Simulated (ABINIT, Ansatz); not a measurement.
# GaN (P6_3mc): one start, several treatments of the self-energy, part 2 of 2

Aim: compare treatments of exchange, screening and correlation for the gap of GaN (P6_3mc).

ABINIT 10.8.3; PBE and many-body steps on it, plane waves. Known limits of the many-body steps: not at the basis limit; no spin-orbit coupling.

So far. Step 3 (Screening, 6×6×4 mesh, 193 bands, screening to 212.2 eV): Local fields lower ε∞ by 7 %. Step 4 (G0W0, Godby-Needs plasmon pole): The gap on the mesh goes from 1.92 eV to 2.79 eV, a correction of +0.87 eV.

The database entry behind the starting cell has ideal inner coordinates that were not refined, so it need not match the best structure at ambient conditions.

### 5. G0W0, von der Linden-Horsch plasmon pole

Level of this step: G0W0 on PBE, plane waves, norm-conserving pseudopotentials (ABINIT).

The input, run.abi:

```
acell 3*1.0 Angstrom
rprim 
  3.190000000016 -0.000000000004 0.000000000000
  -1.595000000005 2.762621038088 0.000000000000
  0.000000000000 0.000000000000 5.189000000000
ntypat 2
znucl 31 7
natom 4
typat 1 1 2 2
xred 
  0.666666666667 0.333333333333 0.000000000000
  0.333333333333 0.666666666667 0.500000000000
  0.666666666667 0.333333333333 0.375000000000
  0.333333333333 0.666666666667 0.875000000000
pp_dirpath "pseudos"
pseudos "Ga.upf, N.upf"
ecut 45
ngkpt 6 6 4
nshiftk 1
shiftk 0 0 0
kptopt 1
chksymbreak 0
istwfk *1
occopt 1
irdwfk 1
optdriver 4
nband 193
gwcalctyp 0
ecutsigx 45
symsigma 1
nkptgw 1
kptgw 
  0.0000000000 0.0000000000 0.0000000000
bdgw 
  25 28
ecuteps 7.8
irdscr 1
ppmodel 3
indata_prefix "in"
outdata_prefix "out"
tmpdata_prefix "tmp"
```

Started as:

```sh
$ OMP_NUM_THREADS=1 mpirun -n 16 abinit run.abi > log
```

The program printed:

```text
.Version 10.8.3 of ABINIT. v10.8.2 released Aug 2026.

 Symmetries : space group P6_3 m c (#186); Bravais hP (primitive hexag.)
[... echo of the input left out ...]
== DATASET  1 ==================================================================
-   mpi_nproc: 16, omp_nthreads: 1 (-1 if OMP is not activated)

--- !DatasetInfo
iteration_state: {dtset: 1, }
dimensions: {natom: 4, nkpt: 21, mband: 193, nsppol: 1, nspinor: 1, nspden: 1, mpw: 4506, }
cutoff_energies: {ecut:  45.0, pawecutdg:  -1.0, }
electrons: {nelect:   5.20000000E+01, charge:   0.00000000E+00, occopt:   1.00000000E+00, tsmear:   1.00000000E-02, }

 SIGMA: Calculation of the GW corrections

 Based on a program developped by R.W. Godby, V. Olevano, G. Onida, and L. Reining.
 Incorporated in ABINIT by V. Olevano, G.-M. Rignanese, and M. Torrent.
.Using double precision arithmetic ; gwpc =  8

[... cell and pseudopotentials left out ...]
--------------------------------------------------------------------------------

 ==== K-mesh for the wavefunctions ====
 Number of points in the irreducible wedge :    21
[... list of points left out ...]
 Together with 12 symmetry operations and time-reversal symmetry
 yields   144 points in the full Brillouin Zone.

 ==== Q-mesh for screening function ====
 Number of points in the irreducible wedge :    21
[... list of points left out ...]
 Together with 12 symmetry operations and time-reversal symmetry
 yields   144 points in the full Brillouin Zone.

 vcoul_init : cutoff-mode = AUXILIARY_FUNCTION
 q-points for optical limit:   1
     1)      0.000010    0.000020    0.000030
 setmesh: FFT mesh size selected  =    32x   32x   60
          total number of points  =        61440

 Number of electrons calculated from density =   52.0000; Expected =   52.0000
[...]
number of k-points in IBZ                          21
 number of q-points in IBZ                          21
 number of symmetry operations                      12
 number of k-points in BZ                          144
 number of q-points in BZ                          144
 number of frequencies for dSigma/dE                 9
 frequency step for dSigma/dE [eV]                0.25
 number of omega for Sigma on real axis              0
 max omega for Sigma on real axis  [eV]           0.00
 zcut for avoiding poles [eV]                     0.10

 EPSILON^-1 parameters (SCR file):
 dimension of the eps^-1 matrix on file            313
 dimension of the eps^-1 matrix used               313
 number of plane-waves for wavefunctions          4427
 number of bands                                   193
 number of q-points in IBZ                          21
 number of frequencies                               2
 number of real frequencies                          1
 number of imag frequencies                          1

 matrix elements of self-energy operator (all in [eV])

 Perturbative Calculation

--- !SelfEnergy_ee
iteration_state: {dtset: 1, }
kpoint     : [   0.000,    0.000,    0.000, ]
spin       : 1
KS_gap     :    1.919
QP_gap     :    2.821
Delta_QP_KS:    0.902
data: !SigmaeeData |
     Band     E0 <VxcDFT>   SigX SigC(E0)      Z dSigC/dE  Sig(E)    E-E0       E
       25   6.903 -19.060 -22.515   2.332   0.857  -0.166 -20.023  -0.962   5.940
       26   6.903 -19.060 -22.515   2.332   0.857  -0.166 -20.023  -0.962   5.940
       27   8.822 -14.199 -10.152  -4.117   0.884  -0.131 -14.260  -0.061   8.761
       28  11.172 -13.976  -9.010  -4.840   0.893  -0.120 -13.863   0.113  11.285

== END DATASET(S) ==============================================================
================================================================================

 -outvars: echo values of variables after computation  --------
           etotal      0.0000000000E+00
            nband         193
             nkpt          21
          spgroup         186
 [... the other variables as echoed above ...]

 Calculation completed.
```

The job ended after 9.1 s (16 MPI ranks of Arm Neoverse V1, shared host; peak memory 3.1 GiB).

This step gave:

- G0W0 gap on the points computed: 2.821 eV
- starting gap on the mesh: 1.919 eV
- k of the valence top: 0, 0, 0
- k of the conduction bottom: 0, 0, 0
- Z at the valence top: 0.857
- Z at the conduction bottom: 0.884
- least direct G0W0 gap on the computed points: 2.821 eV

Against G0W0 in ABINIT (6×6×4 mesh, 193 bands, screening to 212.2 eV, Godby-Needs plasmon pole), the gap moves by +0.031 eV.

### 6. G0W0, Engel-Farid plasmon pole

run.abi, as its differences from that of step 5:

```diff
@@ -37,3 +37,3 @@
 irdscr 1
-ppmodel 3
+ppmodel 4
 indata_prefix "in"
```

The program printed:

```text
.Version 10.8.3 of ABINIT. v10.8.2 released Aug 2026.

 Symmetries : space group P6_3 m c (#186); Bravais hP (primitive hexag.)
[... echo of the input left out ...]
== DATASET  1 ==================================================================
-   mpi_nproc: 16, omp_nthreads: 1 (-1 if OMP is not activated)

--- !DatasetInfo
iteration_state: {dtset: 1, }
dimensions: {natom: 4, nkpt: 21, mband: 193, nsppol: 1, nspinor: 1, nspden: 1, mpw: 4506, }
cutoff_energies: {ecut:  45.0, pawecutdg:  -1.0, }
[...]
26   6.903 -19.060 -22.515   2.596   0.812  -0.232 -19.757  -0.697   6.206
       27   8.822 -14.199 -10.152  -3.848   0.839  -0.192 -14.032   0.167   8.989
       28  11.172 -13.976  -9.010  -4.539   0.847  -0.181 -13.614   0.362  11.534

== END DATASET(S) ==============================================================
================================================================================

 -outvars: echo values of variables after computation  --------
           etotal      0.0000000000E+00
            nband         193
             nkpt          21
          spgroup         186
 [... the other variables as echoed above ...]

 Calculation completed.
```

It took 9.1 s on 16 MPI ranks; peak memory 3.1 GiB; 2.4 min of CPU time.

Numbers from this step:

| Item | Value |
| --- | --- |
| G0W0 gap on the points computed | 2.783 eV |
| starting gap on the mesh | 1.919 eV |
| k of the valence top | 0, 0, 0 |
| k of the conduction bottom | 0, 0, 0 |
| least direct G0W0 gap on the computed points | 2.783 eV |

Against G0W0 in ABINIT (6×6×4 mesh, 193 bands, screening to 212.2 eV, Godby-Needs plasmon pole), the gap moves by −0.007 eV.

### 7. One-shot Hartree-Fock

This step: one-shot Hartree-Fock on PBE, plane waves, norm-conserving pseudopotentials.

run.abi, as its differences from that of step 6:

```diff
@@ -26,4 +26,4 @@
 optdriver 4
-nband 193
-gwcalctyp 0
+nband 30
+gwcalctyp 5
 ecutsigx 45
@@ -35,5 +35,4 @@
   25 28
-ecuteps 7.8
-irdscr 1
-ppmodel 4
+ixc_sigma 40
+fftgw 31
 indata_prefix "in"
```

Started as:

```sh
$ OMP_NUM_THREADS=1 mpirun -n 15 abinit run.abi > log
```

The program printed:

```text
.Version 10.8.3 of ABINIT. v10.8.2 released Aug 2026.

 Symmetries : space group P6_3 m c (#186); Bravais hP (primitive hexag.)
[... echo of the input left out ...]
== DATASET  1 ==================================================================
-   mpi_nproc: 15, omp_nthreads: 1 (-1 if OMP is not activated)

--- !DatasetInfo
iteration_state: {dtset: 1, }
dimensions: {natom: 4, nkpt: 21, mband: 30, nsppol: 1, nspinor: 1, nspden: 1, mpw: 4506, }
cutoff_energies: {ecut:  45.0, pawecutdg:  -1.0, }
[...]
26   6.903 -19.060 -22.515   0.000   1.000   0.000 -22.515  -3.455   3.448
       27   8.822 -14.199 -10.152   0.000   1.000   0.000 -10.152   4.048  12.869
       28  11.172 -13.976  -9.010   0.000   1.000   0.000  -9.010   4.966  16.138

== END DATASET(S) ==============================================================
================================================================================

 -outvars: echo values of variables after computation  --------
           etotal      0.0000000000E+00
            nband          30
             nkpt          21
          spgroup         186
 [... the other variables as echoed above ...]

 Calculation completed.
```

It took 3.1 s on 15 MPI ranks; peak memory 0.96 GiB; 45 s of CPU time.

This step gave:

| Property | Result |
| --- | --- |
| quasiparticle gap on the points computed | 9.421 eV |
| starting gap on the mesh | 1.919 eV |
| k of the valence top | 0, 0, 0 |
| k of the conduction bottom | 0, 0, 0 |
| least direct quasiparticle gap on the computed points | 9.421 eV |

Against G0W0 in ABINIT (6×6×4 mesh, 193 bands, screening to 212.2 eV, Godby-Needs plasmon pole), the gap moves by +6.631 eV.

### 8. Side by side

Times are wall times on the hardware named with each run, good to a factor of about two. A run's time includes the screening step that it read.

```tsv
run	mesh	bands	screening cutoff (eV)	DFT gap (eV)	gap on the mesh (eV)	direct (eV)	ε∞ used	time
G0W0, Godby-Needs plasmon pole	6×6×4	193	212.2	1.919	2.790	2.790	5.87	7.5 min
G0W0, von der Linden-Horsch plasmon pole	6×6×4	193	212.2	1.919	2.821	2.821	5.87	7.5 min
G0W0, Engel-Farid plasmon pole	6×6×4	193	212.2	1.919	2.783	2.783	5.87	7.5 min
one-shot Hartree-Fock	6×6×4	-	-	1.919	9.421	9.421	-	3.1 s
```

### 9. What came out

```
G0W0, Godby-Needs plasmon pole           : 2.790 eV
G0W0, von der Linden-Horsch plasmon pole : 2.821 eV
G0W0, Engel-Farid plasmon pole           : 2.783 eV
one-shot Hartree-Fock                    : 9.421 eV
known limits                             : not at the basis limit; no spin-orbit coupling
```

**Reading.** G0W0, von der Linden-Horsch plasmon pole: +0.031 eV against G0W0, Godby-Needs plasmon pole. G0W0, Engel-Farid plasmon pole: −0.007 eV against G0W0, Godby-Needs plasmon pole. One-shot Hartree-Fock: +6.631 eV against G0W0, Godby-Needs plasmon pole. Bare exchange alone opens the gap to 9.42 eV; against G0W0, correlation takes back 6.63 eV. Bands and cutoff are finite, so the gap is not at the basis limit. The miss can reach some tenths of an eV and take either sign; the mesh is an error of its own. In the G0W0 runs levels were corrected at 1 k point alone, so a gap called «on the mesh» is the least over those, and an edge elsewhere would be missed. The many-body steps are scalar-relativistic: spin-orbit coupling is not in them.

[Paths, hosts, dates, memory and timing lines, banners, echoed tables and standing remarks are left out of the program output.]

[Logs are printed without paths, hosts, clocks, repeated set-up lines and the standing remarks that a program may print on its own settings, such as how far it seeks lower states.]

[Runs of the session that timed out or met a known fault of the program may be left out.]

[Hosts, paths, dates, database ids (printed as entryN), source tags and the programs' standing remarks are cut or masked in the printed files.]

[G0W0 gaps are taken among the corrected bands and points alone; a level outside them can change the order at an edge.]

[Where Ansatz stands beside ABINIT at settings called matched, ABINIT's density can come from a denser mesh and the files from another edition; pairs whose starting gaps differed by over 0.03 eV were left out, so agreement reads better than it is.]
